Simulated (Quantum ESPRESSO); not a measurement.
# Mo (Im-3m) in Quantum ESPRESSO: a series of runs, part 2 of 4

Quantum ESPRESSO 7.5.

### Step 3. Phonons, PBEsol

File pw.in:

```
&CONTROL
  calculation = 'scf'
  prefix = 'pwscf'
  outdir = './tmp'
  pseudo_dir = './pseudo'
  tprnfor = .true.
  tstress = .true.
  disk_io = 'low'
/
&SYSTEM
  ibrav = 0
  nat = 1
  ntyp = 1
  ecutwfc = 45
  ecutrho = 360
  nbnd = 13
  occupations = 'smearing'
  smearing = 'mv'
  degauss = 0.01469973
/
&ELECTRONS
  conv_thr = 2d-10
  electron_maxstep = 120
  mixing_beta = 0.5
/
ATOMIC_SPECIES
Mo    95.9500 mo_pbesol_v1.uspp.F.UPF
CELL_PARAMETERS bohr
  -2.9929651906    2.9929651906    2.9929651906
   2.9929651906   -2.9929651906    2.9929651906
   2.9929651906    2.9929651906   -2.9929651906
ATOMIC_POSITIONS bohr
Mo     0.0000000000    0.0000000000    0.0000000000
K_POINTS automatic
10 10 10 0 0 0
```

File relax.in:

```
&CONTROL
  calculation = 'vc-relax'
  prefix = 'pwscf'
  outdir = './tmp'
  pseudo_dir = './pseudo'
  tprnfor = .true.
  tstress = .true.
  disk_io = 'low'
  nstep = 40
  forc_conv_thr = 0.0001
  etot_conv_thr = 1d-06
/
&SYSTEM
  ibrav = 0
  nat = 1
  ntyp = 1
  ecutwfc = 45
  ecutrho = 360
  nbnd = 13
  occupations = 'smearing'
  smearing = 'mv'
  degauss = 0.01469973
/
&ELECTRONS
  conv_thr = 2d-10
  electron_maxstep = 120
  mixing_beta = 0.5
/
&IONS
  ion_dynamics = 'bfgs'
/
&CELL
  cell_dynamics = 'bfgs'
  press = 0
  press_conv_thr = 0.2
/
ATOMIC_SPECIES
Mo    95.9500 mo_pbesol_v1.uspp.F.UPF
CELL_PARAMETERS bohr
  -2.9929651906    2.9929651906    2.9929651906
   2.9929651906   -2.9929651906    2.9929651906
   2.9929651906    2.9929651906   -2.9929651906
ATOMIC_POSITIONS bohr
Mo     0.0000000000    0.0000000000    0.0000000000
K_POINTS automatic
10 10 10 0 0 0
```

File scf2.in:

```
&CONTROL
  calculation = 'scf'
  prefix = 'pwscf'
  outdir = './tmp'
  pseudo_dir = './pseudo'
  tprnfor = .true.
  tstress = .true.
  disk_io = 'low'
/
&SYSTEM
  ibrav = 0
  nat = 1
  ntyp = 1
  ecutwfc = 45
  ecutrho = 360
  nbnd = 13
  occupations = 'smearing'
  smearing = 'mv'
  degauss = 0.01469973
/
&ELECTRONS
  conv_thr = 1d-13
  electron_maxstep = 120
  mixing_beta = 0.5
  startingpot = 'file'
  startingwfc = 'file'
/
ATOMIC_SPECIES
Mo    95.9500 mo_pbesol_v1.uspp.F.UPF
CELL_PARAMETERS bohr
  -2.9521588610    2.9521588610    2.9521588610
   2.9521588610   -2.9521588610    2.9521588610
   2.9521588610    2.9521588610   -2.9521588610
ATOMIC_POSITIONS bohr
Mo     0.0000000000    0.0000000000    0.0000000000
K_POINTS automatic
10 10 10 0 0 0
```

File ph.in:

```
phonons of Mo
&INPUTPH
  prefix = 'pwscf'
  outdir = './tmp'
  tr2_ph = 1d-18
  fildyn = 'dyn'
  niter_ph = 90
  alpha_mix(1) = 0.4
/
0.4330127019 0.4330127019 -0.0000000000
```

Potentials or basis: GBRV 1.5 PBEsol.

On the command line:

```console
$ OMP_NUM_THREADS=1 pw.x -in pw.in > pw.out
$ OMP_NUM_THREADS=1 pw.x -in relax.in > relax.out
$ OMP_NUM_THREADS=1 pw.x -in scf2.in > scf2.out
$ OMP_NUM_THREADS=1 ph.x -in ph.in > ph.out
```

pw.out:

```text
This program is part of the open-source Quantum ESPRESSO suite
     for quantum simulation of materials; please cite
[... 9 lines left out ...]
     --------------------
     sticks:   dense  smooth     PW     G-vecs:    dense   smooth      PW
     Sum         727     363    139                12479     4321    1061

     Using Slab Decomposition

     bravais-lattice index     =            0
     lattice parameter (alat)  =       5.1840  a.u.
     unit-cell volume          =     107.2420 (a.u.)^3
     number of atoms/cell      =            1
     number of atomic types    =            1
     number of electrons       =        14.00
     number of Kohn-Sham states=           13
     kinetic-energy cutoff     =      45.0000  Ry
     charge density cutoff     =     360.0000  Ry
     scf convergence threshold =      2.0E-10
     mixing beta               =       0.5000
     number of iterations used =            8  plain     mixing
     Exchange-correlation= SLA  PW   PSX  PSC
                           (   1   4  10   8   0   0   0)

     celldm(1)=   5.183968  celldm(2)=   0.000000  celldm(3)=   0.000000
     celldm(4)=   0.000000  celldm(5)=   0.000000  celldm(6)=   0.000000

     crystal axes: (cart. coord. in units of alat)
               a(1) = (  -0.577350   0.577350   0.577350 )
               a(2) = (   0.577350  -0.577350   0.577350 )
               a(3) = (   0.577350   0.577350  -0.577350 )

     reciprocal axes: (cart. coord. in units 2 pi/alat)
               b(1) = ( -0.000000  0.866025  0.866025 )
               b(2) = (  0.866025 -0.000000  0.866025 )
               b(3) = (  0.866025  0.866025  0.000000 )

     PseudoPot. # 1 for Mo read from file:
     mo_pbesol_v1.uspp.F.UPF
     Pseudo is Ultrasoft + core correction, Zval = 14.0
     Generated by new atomic code, or converted to UPF format
     Using radial grid of  889 points,  6 beta functions with:
                l(1) =   0
                l(2) =   0
                l(3) =   1
                l(4) =   1
                l(5) =   2
                l(6) =   2
     Q(r) pseudized with  6 coefficients,  rinner =    1.000   1.000   1.000
                                                       1.000   1.000

     atomic species   valence    mass     pseudopotential
     Mo               14.00    95.95000     Mo( 1.00)

     48 Sym. Ops., with inversion, found

   Cartesian axes

     site n.     atom                  positions (alat units)
         1        Mo     tau(   1) = (   0.0000000   0.0000000   0.0000000  )

     number of k points=    47  Marzari-Vanderbilt smearing, width (Ry)=  0.0147
                       cart. coord. in units 2pi/alat
        k(    1) = (   0.0000000   0.0000000   0.0000000), wk =   0.0020000
        k(    2) = (   0.0866025   0.0866025   0.0000000), wk =   0.0240000
        k(    3) = (   0.1732051   0.1732051   0.0000000), wk =   0.0240000
        k(    4) = (   0.2598076   0.2598076   0.0000000), wk =   0.0240000
        k(    5) = (   0.3464102   0.3464102   0.0000000), wk =   0.0240000
        k(    6) = (  -0.4330127  -0.4330127   0.0000000), wk =   0.0120000
[... 39 lines left out ...]
        k(   46) = (  -0.8660254  -0.0866025  -0.0866025), wk =   0.0240000
        k(   47) = (  -0.8660254  -0.8660254  -0.8660254), wk =   0.0020000

     Dense  grid:    12479 G-vectors     FFT dimensions: (  32,  32,  32)

     Smooth grid:     4321 G-vectors     FFT dimensions: (  24,  24,  24)

     Initial potential from superposition of free atoms

     starting charge      13.9990, renormalised to      14.0000
     Starting wfcs are   13 randomized atomic wfcs

     Self-consistent Calculation

     iteration #  1     ecut=    45.00 Ry     beta= 0.50
     Davidson diagonalization with overlap
     ethr =  1.00E-02,  avg # of iterations =  3.8

     Threshold (ethr) on eigenvalues was too large:
     Diagonalizing with lowered threshold

     Davidson diagonalization with overlap
     ethr =  3.07E-04,  avg # of iterations =  1.6

     total energy              =    -139.32946573 Ry
     estimated scf accuracy    <       0.04386545 Ry

     iteration #  2     ecut=    45.00 Ry     beta= 0.50
     Davidson diagonalization with overlap
     ethr =  3.13E-04,  avg # of iterations =  2.0
[... 42 lines left out ...]
     iteration #  7     ecut=    45.00 Ry     beta= 0.50
     Davidson diagonalization with overlap
     ethr =  1.08E-11,  avg # of iterations =  2.7

     negative rho (up, down):  4.042E-06 0.000E+00

     End of self-consistent calculation

          k = 0.0000 0.0000 0.0000 (   555 PWs)   bands (ev):

   -40.3610 -13.6762 -13.6762 -13.6762  13.6171  19.5148  19.5148  19.5148
    22.4641  22.4641  35.5450  35.5450  35.5450

          k = 0.0866 0.0866 0.0000 (   557 PWs)   bands (ev):

   -40.3377 -13.8123 -13.7184 -13.6771  14.0423  19.2791  19.4641  19.9192
    22.1545  22.4737  35.8337  36.2641  36.3121
[... 8 lines left out ...]
   -40.1993 -14.5719 -13.9593 -13.6830  15.8391  18.1116  19.6528  22.1275
    22.7300  22.7972  34.7492  35.7676  41.0944

          k = 0.3464 0.3464 0.0000 (   547 PWs)   bands (ev):

   -40.1363 -14.8940 -14.0639 -13.6857  15.7387  17.6733  21.2067  22.5181
    22.9791  24.6173  33.2910  33.3842  39.2793

          k =-0.4330-0.4330 0.0000 (   546 PWs)   bands (ev):

   -40.1120 -15.0144 -14.1034 -13.6868  15.5968  17.5160  22.3704  22.4907
    23.1045  25.5104  32.1975  32.6992  37.8612

          k = 0.1732 0.0866 0.0866 (   556 PWs)   bands (ev):

   -40.2953 -14.0506 -13.7662 -13.7098  14.8024  19.0007  19.1180  20.7938
    21.7645  22.6166  36.3758  37.0227  37.3494

          k = 0.2598 0.1732 0.0866 (   549 PWs)   bands (ev):
[... 71 lines left out ...]
   -40.2552 -14.1609 -13.8721 -13.7843  15.4606  19.0831  19.3173  20.8589
    20.9404  23.1446  36.7392  37.3840  38.7299

          k = 0.5196 0.3464 0.3464 (   547 PWs)   bands (ev):

   -40.0920 -14.5319 -14.5319 -13.9674  17.2173  18.6559  18.6559  23.0824
    23.0824  30.4357  31.2155  31.2155  35.3933

          k =-0.0000-0.1732 0.3464 (   544 PWs)   bands (ev):

   -40.1803 -14.5528 -14.0061 -13.7824  16.2134  18.5162  19.1801  21.3650
    22.6696  23.4374  34.9201  36.4375  40.4690

          k = 0.0866-0.0866 0.3464 (   550 PWs)   bands (ev):

   -40.1897 -14.4224 -14.0029 -13.8515  16.3982  18.6428  19.1970  20.6609
    22.1722  23.5852  35.6779  37.3291  39.6629

          k = 0.0000-0.2598 0.4330 (   545 PWs)   bands (ev):
[... 36 lines left out ...]
   -40.0946 -14.5586 -14.3299 -14.1477  17.8263  17.9382  18.8914  23.1424
    23.2132  30.3166  30.7595  32.8204  33.2978

          k = 0.0000 0.0000 0.3464 (   554 PWs)   bands (ev):

   -40.1998 -14.2290 -13.9876 -13.9876  16.3432  19.2866  19.7899  19.7899
    20.9705  23.6762  36.6448  38.0290  39.6823

          k =-0.0000-0.0866 0.4330 (   550 PWs)   bands (ev):

   -40.1305 -14.5086 -14.1273 -14.0317  17.0109  18.2335  19.6407  20.5880
    22.3993  24.2166  35.2859  37.9921  39.1178

          k = 0.0000-0.1732 0.5196 (   550 PWs)   bands (ev):

   -40.0738 -14.7731 -14.2380 -14.0206  16.7423  18.2151  19.3235  21.0582
    24.2727  25.7335  33.4400  36.7198  36.8446

          k = 0.0866-0.0866 0.5196 (   544 PWs)   bands (ev):
[... 11 lines left out ...]
   -40.0334 -14.7679 -14.4267 -14.0837  16.8312  17.5552  19.4389  21.8178
    24.3072  28.1786  32.0022  34.1681  38.4168

          k =-0.6928-0.1732-0.1732 (   547 PWs)   bands (ev):

   -40.0179 -14.6431 -14.6431 -14.0860  17.0996  17.0996  19.1763  23.3858
    23.3858  31.0706  31.2359  31.2359  40.0587

          k =-0.0000-0.0000 0.5196 (   546 PWs)   bands (ev):

   -40.0682 -14.5094 -14.2736 -14.2736  17.2443  17.2901  20.9333  20.9333
    22.5281  24.9645  36.2351  37.0738  37.0738

          k = 0.0000-0.0866 0.6062 (   541 PWs)   bands (ev):

   -40.0174 -14.6648 -14.3894 -14.3069  16.5986  16.9757  21.1653  21.5954
    24.0102  26.6745  33.6930  34.7172  37.9549

          k =-0.8660-0.1732-0.1732 (   542 PWs)   bands (ev):
[... 16 lines left out ...]
   -39.9536 -14.6407 -14.5542 -14.5168  15.7635  15.8485  23.3766  23.6220
    24.8309  29.5583  30.2500  31.1401  40.4909

          k =-0.8660-0.8660-0.8660 (   490 PWs)   bands (ev):

   -39.9365 -14.5995 -14.5995 -14.5995  15.5072  15.5072  24.7644  24.7644
    24.7644  29.7210  29.7210  29.7210  40.0505

     the Fermi energy is    20.9426 ev

!    total energy              =    -139.33772130 Ry
     estimated scf accuracy    <          4.4E-11 Ry
     smearing contrib. (-TS)   =      -0.00043435 Ry
     internal energy E=F+TS    =    -139.33728695 Ry

     The total energy is F=E-TS. E is the sum of the following terms:
     one-electron contribution =     -18.87625903 Ry
     hartree contribution      =      17.89758887 Ry
     xc contribution           =     -19.19756568 Ry
     ewald contribution        =    -119.16105111 Ry

     convergence has been achieved in   7 iterations

     negative rho (up, down):  4.042E-06 0.000E+00

     Forces acting on atoms (cartesian axes, Ry/au):

     atom    1 type  1   force =     0.00000000    0.00000000    0.00000000

     Total force =     0.000000     Total SCF correction =     0.000000

     Computing stress (Cartesian axis) and pressure

     negative rho (up, down):  4.042E-06 0.000E+00
          total   stress  (Ry/bohr**3)                   (kbar)     P=     -104.51
  -0.00071047  -0.00000000  -0.00000000         -104.51       -0.00       -0.00
  -0.00000000  -0.00071047  -0.00000000           -0.00     -104.51       -0.00
   0.00000000  -0.00000000  -0.00071047            0.00       -0.00     -104.51

=------------------------------------------------------------------------------=
   JOB DONE.
=------------------------------------------------------------------------------=
```

Run time: 3 min. Hardware: 1 thread of Arm Neoverse V1, shared host; peak memory 0.08 GiB.

What came out:

- Free energy: -1895.8059 eV
- Relaxed volume: 15.25 Å³/atom
- Relaxed cell: a = 2.706 Å, b = 2.706 Å, c = 2.706 Å, α = 109.47°, β = 109.47°, γ = 109.47°
- Space group after relaxing (to 0.05 Å): Im-3m (No. 229)
- Pressure after relaxing: 0.0 GPa
- Band gap on the k mesh: none (metal or under the smearing width)
- Highest phonon frequency at the q point run: 266 cm⁻¹

The path:
| step | energy change (eV) | largest force (eV/Å) | pressure (GPa) | volume (Å³) |
| --- | --- | --- | --- | --- |
| 1 | 0.0000 | 0.0000 | -10.45 | 15.89 |
| 2 | -0.0196 | 0.0000 | 3.56 | 15.06 |
| 3 | -0.0217 | 0.0000 | -0.23 | 15.26 |
| 4 | -0.0217 | 0.0000 | 0.00 | 15.25 |

Final structure:
```
CELL_PARAMETERS angstrom
-1.56222 1.56222 1.56222
1.56222 -1.56222 1.56222
1.56222 1.56222 -1.56222
ATOMIC_POSITIONS crystal
Mo 0.00000 0.00000 0.00000
```

Phonon frequencies in cm⁻¹ (negative: imaginary):
| q point | frequencies |
| --- | --- |
| (0.000, 0.000, 0.500) | 147 188 266 |

Phonon modes at q = (0.000, 0.000, 0.500) in reciprocal lattice units:
```tsv
mode	symmetry	cm⁻¹
1	B_1u	147
2	B_2u	188
3	B_3u	266
```

Caveat: the mesh is thin for the phonons of a metal.

(Part 2 of 4 ends here.)
